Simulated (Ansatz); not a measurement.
Run this with Ansatz 0.2.0 through its Python package and show what comes out.

`ba.cif`
```cif
data_Ba
_cell_length_a 4.311614
_cell_length_b 4.311614
_cell_length_c 3.913413
_cell_angle_alpha 90.00000
_cell_angle_beta 90.00000
_cell_angle_gamma 120.00000
_symmetry_space_group_name_H-M 'P 1'
_symmetry_Int_Tables_number 1
loop_
_symmetry_equiv_pos_as_xyz
'x, y, z'
loop_
_atom_site_label
_atom_site_type_symbol
_atom_site_fract_x
_atom_site_fract_y
_atom_site_fract_z
Ba1 Ba    0.000000    0.000000    0.000000
```

`run_kconv.py`
```python
"""k-point test for Ba."""

import csv
import warnings

import ansatz
from ase.io import read

warnings.simplefilter("ignore", ansatz.DeckWarning)

atoms = read("ba.cif")
system = ansatz.Crystal.from_ase(atoms)

base = (
    system.calculation()
    .functional(exchange="slater", correlation="pbesol")
    .basis(47 * ansatz.Ry)
    .occupations("fermi_dirac", width=0.1)
    .scf(tolerance=1e-08, max_iterations=150)
)

rows = []
for value in [0.9, 0.7, 0.55, 0.45, 0.35]:
    data = base.kpoints(spacing=value).run().report
    rows.append((value, data["free_energy_ev"] / len(data["lattice"]["sites"]), data["n_iterations"], data["n_kpoints"]))

with open("kconv.csv", "w", newline="") as handle:
    writer = csv.writer(handle)
    writer.writerow(["spacing (1/A)", "F/atom (eV)", "iterations", "k-points"])
    writer.writerows([round(v, 5) if isinstance(v, float) else v for v in row] for row in rows)

# the last row is the reference
for row in rows[:-1]:
    shift = 1000 * (row[1] - rows[-1][1])
    print(f"{row[0]}: {shift:+.2f} meV/atom" + ("  (within 2 meV)" if abs(shift) < 2 else ""))
```

`python run_kconv.py` gives:
```text
0.9: -587.85 meV/atom
0.7: +45.56 meV/atom
0.55: -9.82 meV/atom
0.45: +36.38 meV/atom
```

`kconv.csv`, as written:
```csv
spacing (1/A),F/atom (eV),iterations,k-points
0.9,-5726.57472,6,4
0.7,-5725.94131,7,6
0.55,-5725.9967,6,8
0.45,-5725.9505,7,12
0.35,-5725.98687,7,15
```

This isn't the structure that Ba takes at ambient conditions. Shifts are counted from the finest mesh, which is itself no proven limit.

(Lines on the test bed's own set-up are left out of the output.)
